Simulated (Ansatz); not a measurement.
# Equation of state of GaAs from a dense series

```
CELL_PARAMETERS angstrom
0.00000 2.82685 2.82685
2.82685 0.00000 2.82685
2.82685 2.82685 0.00000
ATOMIC_POSITIONS crystal
Ga 0.00000 0.00000 0.00000
As 0.75000 0.75000 0.75000
```

Atoms are numbered in the order listed.

The cell is COD entry 9008845, as deposited and not checked against the literature; nothing was relaxed.

These are results of DFT, PBE, all-electron LAPW, scalar-relativistic (Ansatz 0.2.0), not measurements.

The runs use a Γ-centred 11×11×11 k mesh, Fermi–Dirac smearing of 0.05 eV, basis error target 0.5 meV/atom, no spin polarisation.

The cell is scaled evenly. Fractional coordinates are held (clamped ions).

| V (Å³/atom) | P (GPa) |
| --- | --- |
| 21.234 | 8.67 |
| 21.246 | 8.62 |
| 21.686 | 6.68 |
| 21.912 | 5.76 |
| 22.138 | 4.89 |
| 22.364 | 4.07 |
| 22.590 | 3.29 |
| 22.815 | 2.55 |
| 23.041 | 1.86 |
| 23.267 | 1.20 |
| 23.945 | -0.57 |

**Question.** Fit a third-order Birch–Murnaghan curve to the pressures.

**Answer.** P = (3B0/2)(y^(7/2) − y^(5/2))[1 + (3/4)(B0′ − 4)(y − 1)] with y = (V0/V)^(2/3) fits within 0.01 GPa for V0 = 23.714 Å³/atom, B0 = 60.4 GPa and B0′ = 4.74.

**Question.** Predict the pressure at the withheld volume, 23.493 Å³/atom.

**Answer.** There y = 1.0063, so the fit gives 0.58 GPa; the run gave 0.57 GPa.
